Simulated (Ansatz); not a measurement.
**Relaxing Ta2C**

Computed with DFT PBEsol, scalar-relativistic, plane waves, PAW (Ansatz 0.2.0). Run with 420 eV cutoff, 18×18×8 k-mesh, Gaussian smearing of 0.10 eV, no spin polarisation.

What was changed: relaxed at 5 GPa.

Spin–orbit coupling is left out, which can shift energies with elements as heavy as these.

Other phases may be more stable at this pressure.

Command:

```bash
ansatz run input.yaml --threads 1 --pin off --max-ram 2560MiB --backend cpu --events-out ev --progress --plain --runs-dir out
```

Input:

```yaml
crystal:
  lattice:
    - [3.076819506, 0.0, 0.0]
    - [-1.538409753, 2.6646038551, 0.0]
    - [0.0, 0.0, 4.8916692974]
  atoms:
    - { symbol: Ta, position: [0.3333333333, 0.6666666667, 0.2533087081] }
    - { symbol: Ta, position: [0.6666666667, 0.3333333333, 0.7466912919] }
    - { symbol: C, position: [0.0, 0.0, 0.0] }
basis:
  ecutwfc: 420
kpoints:
  mp_grid: { grid: [18, 18, 8] }
hamiltonian:
  xc: pbesol
scf:
  occupations: { method: gaussian, width: 0.1 }
output:
  forces: true
  stress: true
  eigenvalues: true
relax:
  adjacent_minimum: "off"
  f_tol: 0.008
  max_steps: 50
  cell: { stress_tol: 0.08, p_target: 5.0 }
```

F is the free energy. Steps run on the plane waves of an earlier cell, but the last one, and at times one on the way, on a freshly chosen basis, so a repeated geometry can differ a little in energy. The relaxation lowers the enthalpy F + PV at the target pressure, so F itself can rise.

Steps:

| step | F − F(1) (eV) | largest force component (eV/Å) | V (Å³/atom) | P (GPa) |
| --- | --- | --- | --- | --- |
| 1 | 0.0000 | 0.094 | 13.368 | 5.26 |
| 2 | 0.0082 | 0.207 | 13.301 | 6.14 |
| 3 | -0.0014 | 0.015 | 13.381 | 4.75 |
| 4 | -0.0004 | 0.001 | 13.370 | 5.01 |
| 5 | -0.0005 | 0.001 | 13.370 | 5.01 |

Relaxed structure:

```xyz
3
Lattice="3.0768 0.0000 0.0000 -1.5384 2.6646 0.0000 0.0000 0.0000 4.8925" Properties=species:S:1:pos:R:3 pbc="T T T"
Ta    0.0000    1.7764    1.2422
Ta    1.5384    0.8882    3.6503
C     0.0000    0.0000    0.0000
```

The structure is trigonal, space group P-3m1 (No. 164). Conventional cell: a = 3.077 Å, b = 3.077 Å, c = 4.893 Å, α = 90.00°, β = 90.00°, γ = 120.00°. Ta (site symmetry 3m) is surrounded by 3 C at 2.17 Å. C (site symmetry -3m) is surrounded by 6 Ta at 2.17 Å.

The run converged. The run took 45 s on 1 thread of Arm Neoverse V2, with other jobs on the host, peak memory 0.46 GiB.